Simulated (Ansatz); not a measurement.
The calculation used DFT PBE, scalar-relativistic, plane waves, PAW in Ansatz 0.2.0. Settings: cutoff 420 eV, Γ-centred meshes spaced at most about 0.3 Å⁻¹, and about 0.25 Å⁻¹ or finer for metals (2π included), Gaussian smearing. No spin polarisation in the final relaxations.

All energies are static (0 K, no zero-point motion).

Two forms of P were relaxed alike.

A. Space group Im-3m (No. 229), cubic, a = 4.673 Å. Around P lie 4 P at 2.34 Å.

B. Space group P4_332 (No. 212), cubic, a = 4.040 Å. P has 6 P at 2.47 Å.

Problem. Which would you expect to be lower, and how large is the difference?

Solution. B is lower, by 234 meV/atom. A has space group Im-3m (No. 229), 17.0 Å³/atom and no gap on its mesh; B has space group P4_332 (No. 212), 16.5 Å³/atom and no gap. Counting all near atoms (those within 1.25 times the shortest such distance or 1.15 times the sum of covalent radii, 1.27 where that leaves under three), A has P 4 and B has P 6. The denser one is the lower, and pressure would at first widen the difference. Both come from invented guesses. A third cell relaxed alike, in Pm-3m, lies 0.35 eV/atom below the lower of the two. The part of the Crystallography Open Database at hand lists P in space groups No. 2, 13, 64, 123; no cell shown has one of them.

Cells relaxed within their symmetry can be saddle points.
